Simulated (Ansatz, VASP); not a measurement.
## Two plane-wave programs on NaCl

```
Na Cl
1.0
     0.00000    2.84620    2.84620
     2.84620    0.00000    2.84620
     2.84620    2.84620    0.00000
Na Cl
1 1
Cartesian
  0.0000 0.0000 0.0000
  2.8462 2.8462 2.8462
```

Alike in both runs: functional PBE; k mesh 8 × 8 × 8; occupations gaussian, width 0.02 eV; no spin polarisation.

Ansatz relaxed the structure, and its values are those at the end. VASP's run is a single point on that final structure, the one shown.

|  | VASP | Ansatz |
| --- | --- | --- |
| version | VASP 6.6.1 | Ansatz 0.2.0 |
| potentials or method | VASP PAW PBE potentials, release 64 (Na_pv, Cl) | scalar-relativistic, plane waves, PAW |
| plane-wave cutoff (eV) | 520 | 420 |
| valence electrons in the cell | 14 | 16 |

```tsv
	VASP	Ansatz	Ansatz less VASP
gap on the k mesh at the Fermi level (eV)	5.00	5.00	+0.001
least direct gap on the mesh (eV)	5.00	5.00	+0.001
pressure (GPa)	0.0	0.0	+0.03
```

The functional is the same, so the differences come from potentials, cutoffs and numerics. The two sets of potentials don't hold the same shells in valence.

A k mesh can miss the band edges.
